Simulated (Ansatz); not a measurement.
## BN (P6_3mc), ideal shear of a crystal plane

All numbers below come from Ansatz 0.2.0, DFT PBEsol, scalar-relativistic, plane waves, PAW. Settings: plane waves to 420 eV, k-mesh 10×10×2 (Γ-centred), Gaussian smearing 0.05 eV. No spin polarisation. Energies are free energies at this smearing, counted from the undisturbed cell; pressure is positive in compression.

The starting cell (relaxed at this level; this wurtzite form isn't the usual structure):

```
B N
1.0
    -2.54101    0.00000    0.00000
    -1.27051   -2.20058    0.00000
     0.00000    0.00000   12.60989
B N
6 6
Direct
  0.66667 0.66667 0.06244
  0.66667 0.66667 0.39578
  0.66667 0.66667 0.72911
  0.33333 0.33333 0.89578
  0.33333 0.33333 0.22911
  0.33333 0.33333 0.56244
  0.66667 0.66667 0.93762
  0.66667 0.66667 0.27096
  0.66667 0.66667 0.60429
  0.33333 0.33333 0.77096
  0.33333 0.33333 0.10429
  0.33333 0.33333 0.43762
```

The cut lies on the cell's a–b face, a (0 0 1) plane (indices in the standard cell, whose axes needn't be the Cartesian ones shown) of area 5.59 Å², between layers 1.57 Å apart. Vector c is tilted by f times 1·a + 1·b (length 4.401 Å) with the atoms' Cartesian places fixed: one unrelaxed fault a cell. The traction is dγ/du, the slope of γ against the slip u in Å.

```
     f  γ (mJ/m²) traction (GPa)
0.0000          0             0.0
0.0833       1145            63.0
0.1667       4509           115.3
0.2500       8895           108.4
0.3333      11060             0.0
0.4167       9675           -57.7
0.5000       7797           -37.2
0.5833       7136            -0.7
0.6667       7300             0.0
0.7500       6416           -53.3
0.8333       3718           -83.3
0.9167       1047           -54.9
```

Question: Read off the first barrier and the stress needed to climb it, and compare with Frenkel's sinusoid.

Answer: The first sampled maximum lies at f = 0.333, a slip of 1.47 Å, with γ ≈ 11060 mJ/m², which stands in for the unstable fault energy γ_us, and the steepest sampled slope before it is 115.3 GPa. A sinusoid γ = γ_us sin²(πu/λ) with its maximum there has λ = 2.93 Å and a largest slope πγ_us/λ = 118.4 GPa (1 mJ/m² per Å = 0.01 GPa). The stand-in is too high: a rotation axis of order three or more passes through this point, so the curvature is the same in every direction of the plane and the point is a peak of the γ-surface, which slip goes round.

Question: Is there a metastable fault on this line?

Answer: The samples dip to a local minimum of 7136 mJ/m² at f = 0.583. It lies off the rotation axes, between two maxima that lie on them, so it is most likely the pass between two peaks of the γ-surface: a saddle for slip across the line, a better estimate of γ_us, and no metastable fault.

The cut is rigid; relaxing the faces lowers these energies and usually the stresses.

Cost: 12 runs of about 1.1 core-minutes in all, on Intel Xeon 6975P-C (Granite Rapids) (shared hosts).